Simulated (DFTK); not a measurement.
Runs of DFTK 0.8.2 on As. The structure is trigonal, space group R-3m (No. 166). Conventional cell: a = 3.762 Å, b = 3.762 Å, c = 10.542 Å, α = 90.00°, β = 90.00°, γ = 120.00°. As (site symmetry 3m) is surrounded by 3 As at 2.51 Å. 

| task | level | potentials or basis | k mesh | cutoff (eV) | valence electrons | SCF tolerance on the density | symmetries used | mesh quality | gap on the mesh (eV) | pressure (GPa) | V0 of scaled cells (Å³/atom) | B0 (GPa) | largest force (eV/Å) |
| --- | --- | --- | --- | --- | --- | --- | --- | --- | --- | --- | --- | --- | --- |
| band structure | r2SCAN | SG15 1.2 (PBE) | 7 × 7 × 7 | 1225 | As 5 | 1e-06 | - | not flagged | none | 3.6 | - | - | 0.33 |
| equation of state | LDA | cp2k.nc.sr.lda.v0_1.largecore.gth (LDA, GTH) | 6 × 6 × 6 | 735 | As 5 | 1e-06 | - | not flagged | - | - | (b) | 82 | - |
| band structure | PBEsol | SG15 1.2 (PBE) | 7 × 7 × 7 | 1225 | As 5 | 1e-06 | - | not flagged | none | 2.3 | - | - | 0.57 |
| band structure | BJ06 | SG15 1.2 (PBE) | 7 × 7 × 7 | 1225 | As 5 | 1e-06 | - | not flagged | none | - | - | - | - |
| band structure | PBEsol | SG15 1.2 (PBE) | 8 × 8 × 8 | 1225 | As 5 | 1e-06 | - | not flagged | none | 2.3 | - | - | 0.59 |
| single point | PBEsol | cp2k.nc.sr.pbe.v0_1.largecore.gth (PBE, GTH) | 3 × 3 × 3 | 544 | As 5 | 1e-05 | no | coarse | 1.31 | 2.2 | - | - | 0.19 |
| band structure | BJ06 | cp2k.nc.sr.pbe.v0_1.semicore.gth (PBE, GTH) | 7 × 7 × 7 | 952 | As 5 | 1e-06 | - | not flagged | none | - | - | - | - |
| single point | PBEsol0 | cp2k.nc.sr.pbe.v0_1.largecore.gth (PBE, GTH) | 3 × 3 × 3 | 544 | As 5 | 1e-05 | no | coarse | (a) | - | - | - | 0.05 |
| single point | HF | cp2k.nc.sr.pbe.v0_1.largecore.gth (PBE, GTH) | 3 × 3 × 3 | 544 | As 5 | 1e-05 | no | coarse | 5.53 | - | - | - | 0.89 |
| equation of state | AM05 | SPMS 1.0 (PBE) | 5 × 5 × 5 | 1225 | As 15 | 1e-06 | - | coarse | - | - | 21.47 | 77 | - |
| band structure | LDA | SG15 1.2 (PBE) | 7 × 7 × 7 | 1225 | As 5 | 1e-06 | - | not flagged | none | 2.2 | - | - | 0.59 |

Alike in all rows: no spin polarisation; cell as given; smearing fermi-dirac 0.05 eV.

Fill in the values left out.

(a) 2.34; (b) 20.99.

Caveats: some runs use coarse meshes; the potentials were made for another functional, which shifts forces and pressure (some runs); GTH potentials come without recommended cutoffs, and this one wasn't checked for convergence (some runs); an odd mesh through Γ misses points on the zone boundary, where band edges often lie (some runs); the cell was scaled at fixed shape and fractional positions, which overstates the stiffness of a crystal with free parameters, most of all of layers and chains (some runs); the program leaves the constant c of mgga_x_tb09 at 1, so the potential is Becke-Johnson's (BJ06) and not Tran and Blaha's, with levels but no total energy (some runs); the program warned that the kinetic-energy density falls under its von Weizsäcker bound, which can give unphysical results (some runs); the program's treatment of exact exchange at zero wave vector lowers gaps by one to five hundredths of an eV on this mesh and cutoff (some runs).

A k mesh can miss the band edges, and the runs leave out spin-orbit coupling on As.

A gap of «none» marks a metal or a gap under the smearing width.
